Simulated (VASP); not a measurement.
# CdSe in VASP 6.6.1, single-point calculation

INCAR

```
NBANDS = 16
LCHARG = .FALSE.
NELM = 120
LREAL = .TRUE.
GGA = PE
EDIFF = 1E-7
ISMEAR = 0
ISIF = 2
ENCUT = 520
LWAVE = .FALSE.
SIGMA = 0.1
LASPH = .TRUE.
PREC = Accurate
IBRION = -1
NSW = 0
```

KPOINTS

```
KPOINTS created by Atomic Simulation Environment
0
Gamma
8 8 8
0 0 0
```

POSCAR

```
Cd Se
 1.0000000000000000
     0.0000000000000000    3.0984587751000001    3.0984587751000001
     3.0984587751000001    0.0000000000000000    3.0984587751000001
     3.0984587751000001    3.0984587751000001    0.0000000000000000
 Cd  Se
   1   1
Cartesian
  0.0000000000000000  0.0000000000000000  0.0000000000000000
  1.5492293875500001  1.5492293875500001  1.5492293875500001
```

The recommended PBE PAW datasets give the neutral cell 18 valence electrons.

Command

```
mpirun -np 1 vasp_std
```

Predict the outcome of this run.

It converged. Results: gap between bands v and c on the k mesh 0.49 eV; least direct gap on the k mesh 0.49 eV; pressure -0.2 GPa. Band v is the last that the valence electrons fill when counted band by band, and c is the next.

OSZICAR

```
N       E                     dE             d eps       ncg     rms          rms(c)
DAV:   1     0.107247753477E+03    0.10725E+03   -0.86902E+03   944   0.101E+03
DAV:   2    -0.164375782603E+01   -0.10889E+03   -0.10289E+03  1112   0.245E+02
DAV:   3    -0.586845368253E+01   -0.42247E+01   -0.42165E+01  1120   0.502E+01
DAV:   4    -0.588712594813E+01   -0.18672E-01   -0.18672E-01  1168   0.334E+00
DAV:   5    -0.588725015598E+01   -0.12421E-03   -0.12421E-03  1152   0.234E-01    0.552E+00
DAV:   6    -0.552218127862E+01    0.36507E+00   -0.56197E-01  1368   0.854E+00    0.445E+00
DAV:   7    -0.550160713636E+01    0.20574E-01   -0.13540E-01  1056   0.243E+00    0.197E+00
DAV:   8    -0.550252041382E+01   -0.91328E-03   -0.12231E-02  1056   0.131E+00    0.238E-01
DAV:   9    -0.550274069485E+01   -0.22028E-03   -0.13488E-03  1128   0.450E-01    0.485E-02
DAV:  10    -0.550281123282E+01   -0.70538E-04   -0.14954E-04  1200   0.148E-01    0.444E-02
DAV:  11    -0.550286308811E+01   -0.51855E-04   -0.84397E-05  1136   0.572E-02    0.173E-02
DAV:  12    -0.550286286813E+01    0.21999E-06   -0.14195E-06  1064   0.128E-02    0.837E-03
DAV:  13    -0.550286355459E+01   -0.68646E-06   -0.20158E-06  1136   0.772E-03    0.318E-03
DAV:  14    -0.550286353012E+01    0.24467E-07   -0.80547E-08   912   0.189E-03
   1 F= -.55028635E+01 E0= -.55028631E+01  d E =-.886758E-06
```

For comparison, a separate PBE run of the intended cell, on usual settings and not on those above, gives a gap of 0.49 eV on its mesh and a pressure of 0.2 GPa.
